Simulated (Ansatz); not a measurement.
Below is a relaxed structure of CdS. The cell was found from a structure generator's guess, not taken from experiment.

Theory: Ansatz 0.2.0, DFT PBE, scalar-relativistic, plane waves, PAW. Cutoff 420 eV, Γ-centred mesh, Gaussian smearing, no spin polarisation.

```xyz
6
Lattice="6.6037 0.0000 0.0000 -3.3019 5.7190 0.0000 0.0000 0.0000 4.0021" Properties=species:S:1:pos:R:3 pbc="T T T"
Cd    4.0954    0.0000    2.6681
Cd   -2.0477    3.5467    1.3340
Cd    1.2542    2.1723    0.0000
S     2.4389    0.0000    0.6670
S    -1.2195    2.1122    3.3351
S     2.0824    3.6068    2.0011
```

Formation energies are uncorrected and refer to the elements' standard structures at the same level.

Problem. What space group does it have?

Solution. P3_221 (No. 154). Conventional cell: a = 6.604 Å, c = 4.002 Å. Cd is surrounded by 4 S at 2.56–2.60 Å; S is surrounded by 4 Cd at 2.56–2.60 Å.

Problem. How far does it lie from the elements in energy?

Solution. −0.582 eV/atom. Whether it is stable depends on the other phases of the system, which aren't compared here.

Problem. Is it a metal?

Solution. No, the gap on the 6×6×8 mesh is 0.98 eV.

The last run used a 6×6×8 mesh (in the run's order of axes) for its 6-atom cell and Gaussian smearing of 0.02 eV. Kohn–Sham gaps at this level usually fall short of measured ones. The reference form of S is held partly by dispersion forces, which this level lacks. A later test with randomly moved atoms came back to the same energy, though modes that don't fit the test's cell weren't probed.
